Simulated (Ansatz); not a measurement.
# Structures of WC3: which is lowest?

Plane-wave DFT in Ansatz with scalar-relativistic PAW potentials, cutoff 420 eV, Γ-centred meshes chosen by cell and gap, Gaussian smearing with energies taken to zero width. Every cell was relaxed (cell and atoms) in a run of its own, within the symmetry of its start. Functional: PBE.

Relaxed structures (starts from databases or built by putting these elements on another compound's sites):
A. Cmcm, 8 atoms in the computed cell, a = 2.781 Å, b = 20.531 Å, c = 2.782 Å; sites (symmetry × multiplicity) W m2m × 4, C m2m × 4 + m2m × 4 + m2m × 4; start: built
B. P6_3/mmc, 8 atoms in the computed cell, a = 4.463 Å, c = 4.289 Å; sites (symmetry × multiplicity) W -6m2 × 2, C mm2 × 6; start: built
C. Pm-3n, 8 atoms in the computed cell, a = 4.074 Å; sites (symmetry × multiplicity) W m-3. × 2, C -4m.2 × 6; start: built

Task: Rank them by energy. Could pressure change the order?

Result:
| structure | group | E − E(lowest) (meV/atom) | V (Å³/atom) | gap on mesh (eV) |
| --- | --- | --- | --- | --- |
| B | P6_3/mmc | 0.0 | 9.25 | 0.00 |
| A | Cmcm | 85 | 9.93 | 0.00 |
| C | Pm-3n | 496 | 8.45 | 0.00 |

B is lowest, 85 meV/atom under A. C is denser by 0.80 Å³/atom, so pressure favours it: ΔE/ΔV, with ΔE in eV and 1 eV/Å³ = 160.2 GPa, gives about 100 GPa for equal enthalpy if both cells were rigid; at such pressures compression changes ΔV much, so this is a scale only. Other structures may lie lower than all of these, and vibrations aren't counted.

Spin-orbit coupling is left out, which matters for the bands of heavy elements.